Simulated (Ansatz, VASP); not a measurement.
KCl (Sylvite): VASP beside Ansatz

Contents of run.py:

```python
from ase.calculators.vasp import Vasp
from ase.dft.bandgap import bandgap
from ase.io import read

atoms = read('KCl.xyz')
calc = Vasp(
    directory='calc',
    xc='r2scan',
    pp='PBE',
    setups='recommended',
    prec='Accurate',
    encut=520,
    ediff=1e-06,
    ismear=-5,
    sigma=0.05,
    lreal=False,
    lasph=True,
    nelm=80,
    algo='Normal',
    isif=2,
    lwave=False,
    lcharg=False,
    lmixtau=True,
    ivdw=12,
    vdw_s6=1.0,
    vdw_s8=0.78981345,
    vdw_a1=0.49484001,
    vdw_a2=5.73083694,
    kpts=[7, 7, 7],
    gamma=True,
)
atoms.calc = calc

print('energy (eV):', atoms.get_potential_energy())
print('free energy (eV):', atoms.get_potential_energy(force_consistent=True))
print('forces (eV/A):')
print(atoms.get_forces())
print('stress (eV/A^3, Voigt):', atoms.get_stress())
print('Fermi level (eV):', calc.get_fermi_level())
gap, top, bottom = bandgap(calc)
print('band gap (eV):', gap, 'from (spin, k, band)', top, 'to', bottom)
```

Contents of KCl.xyz:

```xyz
2
Lattice="0.0000000000 3.2282328102 3.2282328102 3.2282328102 0.0000000000 3.2282328102 3.2282328102 3.2282328102 0.0000000000" Properties=species:S:1:pos:R:3 pbc="T T T"
K      0.0000000000      0.0000000000      0.0000000000
Cl     3.2282328102      3.2282328102      3.2282328102
```

Contents of input.yaml:

```yaml
crystal:
  lattice:
    - [0.0, 3.2282328102, 3.2282328102]
    - [3.2282328102, 0.0, 3.2282328102]
    - [3.2282328102, 3.2282328102, 0.0]
  atoms:
    - { symbol: K, position: [0.0, 0.0, 0.0] }
    - { symbol: Cl, position: [0.5, 0.5, 0.5] }
hamiltonian:
  xc: r2scan
  pseudopotentials: { kind: paw }
  dispersion: d3bj
kpoints:
  mp_grid: { grid: [7, 7, 7] }
scf:
  occupations: { method: tetrahedron }
output:
  forces: true
  stress: true
```

Change from the starting cell: volume scaled by 1.08.

Alike in both runs: task single point; functional r2SCAN; dispersion D3(BJ); k mesh 7 × 7 × 7; occupations tetrahedron; no spin polarisation.

|  | VASP | Ansatz |
| --- | --- | --- |
| version | VASP 6.6.1 | Ansatz 0.2.0 |
| potentials or method | VASP PAW PBE potentials, release 64 (K_sv, Cl) | Ansatz PAW |
| plane-wave cutoff (eV) | 520 | 500 |
| valence electrons in the cell | 16 | 16 |

Ansatz gave:

| Item | Value |
| --- | --- |
| gap on the k mesh at the Fermi level (eV) | 5.57 |
| least direct gap on the mesh (eV) | 5.57 |
| pressure (GPa) | -1.6 |
| dispersion energy (meV/atom) | -85.5 |

Task: What did VASP give for the same quantities?

Result: gap on the k mesh at the Fermi level (eV): 5.57; least direct gap on the mesh (eV): 5.57; pressure (GPa): -1.7; dispersion energy (meV/atom): -85.4.

Caveats: the PAW data sets were made with another functional, which shifts forces and pressure a little (VASP); an odd mesh through Γ misses points on the zone boundary, where band edges often lie (VASP); odd divisions of the mesh miss points on the zone boundary, where band edges often lie, so the gap on the mesh can be too wide (Ansatz); the PAW data sets come from PBE, with cores solved anew for the run's functional, which leaves a small shift of forces and pressure (Ansatz); with tetrahedron occupations forces and stress needn't match the slope of the energy (Ansatz); the dispersion damping was fitted for another functional or another form of the correction (Ansatz).
